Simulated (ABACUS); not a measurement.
Ta under changes of volume

One of the cells (18.010 Å³/atom); the others are scaled copies at fixed shape and fractional positions:

```
Ta
1.0
    -1.65128    1.65128    1.65128
     1.65128   -1.65128    1.65128
     1.65128    1.65128   -1.65128
Ta
1
Direct
  0.00000 0.00000 0.00000
```

| Quantity | Value |
| --- | --- |
| Program | ABACUS 3.10.1 |
| Functional | PBEsol |
| Potentials or basis | PseudoDojo NC SR 0.4.1 PBEsol standard |
| Cutoff | 789 eV |
| Density cutoff | 3157 eV |
| Basis | plane waves |
| k mesh | 11 × 11 × 11 |
| Occupations | fermi-dirac, width 0.05 eV |
| Spin | no spin polarisation |

| volume (Å³/atom) | energy over the lowest point (meV/atom) | pressure (GPa) |
| --- | --- | --- |
| 16.930 | ? | ? |
| 17.290 | 4.39 | 4.4 |
| 17.650 | 0.00 | -0.1 |
| 18.010 | 5.48 | -4.2 |
| 18.371 | 19.69 | -7.9 |
| 18.731 | 41.63 | -11.1 |
| 19.091 | 70.48 | -14.1 |

Task: What does the run at 16.930 Å³/atom give?

Result: Energy over the lowest point 19.86 meV/atom; pressure 9.5 GPa.

Worked out: A Birch-Murnaghan fit of order 3 (a polynomial in V^(-2/3)) to the other rows has its minimum at 17.62 Å³/atom with B0 = V·E''(V) = 216 GPa and B' = 4.8. It gives 19.81 meV/atom at 16.930 Å³/atom, against the run's 19.86, and -dE/dV = 9.5 GPa, against 9.5.

Energies are extrapolated to zero smearing.
